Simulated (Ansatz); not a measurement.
The calculation used DFT PBE, scalar-relativistic, plane waves, PAW in Ansatz 0.2.0. All cells share a 420 eV cutoff and Γ-centred k meshes spaced at most about 0.3 Å⁻¹ (about 0.25 or finer for metals, 2π included). No spin polarisation.

Each guess is relaxed in cell and atoms at zero pressure, on a coarse mesh first where it starts far from rest and then on a converged one. The steps can't lower the symmetry of the start, but it can rise. Energies are static (0 K, no zero-point motion).

Two unrelaxed guesses for TaC₂:

Guess 1.

```
Ta C
1.0
     3.16771    0.00000    0.00000
     0.00000    3.16771    0.00000
     0.00000    0.00000    4.90490
Ta C
1 2
Direct
  0.00000 0.00000 0.50000
  0.00000 0.50000 0.50000
  0.50000 0.00000 0.50000
```

Guess 2.

```
Ta C
1.0
     4.16357    0.00000    0.00000
    -2.08178    3.60575    0.00000
     0.00000    0.00000    3.31125
Ta C
1 2
Cartesian
  0.0000 0.0000 1.6556
  0.0000 2.4038 1.6556
  2.0818 1.2019 1.6556
```

Question: Where do they end, and which end is lower?

Answer: Guess 2 ends lower, by 112 meV/atom. Guess 1: P4/mmm at 16.4 Å³/atom → P4/mmm at 16.4 Å³/atom; Guess 2: P6/mmm at 16.6 Å³/atom → P6/mmm at 13.2 Å³/atom. Counting C atoms around Ta (those within 1.25 times the shortest such distance or 1.15 times the sum of covalent radii), the end of guess 1 has Ta 4 and the end of guess 2 has Ta 6. End of guess 1. Conventional cell: a = 4.239 Å, c = 2.746 Å. Around Ta lie 4 C at 2.12 Å and 2 Ta at 2.75 Å; around C lie 2 Ta at 2.12 Å. End of guess 2. Conventional cell: a = 3.782 Å, c = 3.189 Å. Around Ta lie 6 C at 2.18 Å; C has 3 C at 2.18 Å and 3 Ta at 2.18 Å.

Ends held by symmetry can be saddle points. Neither end is the lowest form computed: that has the CaC2 type, space group I4/mmm (No. 139) and lies 1.64 eV/atom below the better end. Even the lowest of the cells shown lies +2.18 eV/atom against the elements. Spin–orbit coupling, which can matter for Ta, is left out. Some types were kept out of the candidates beforehand, so the set may lack a known form.
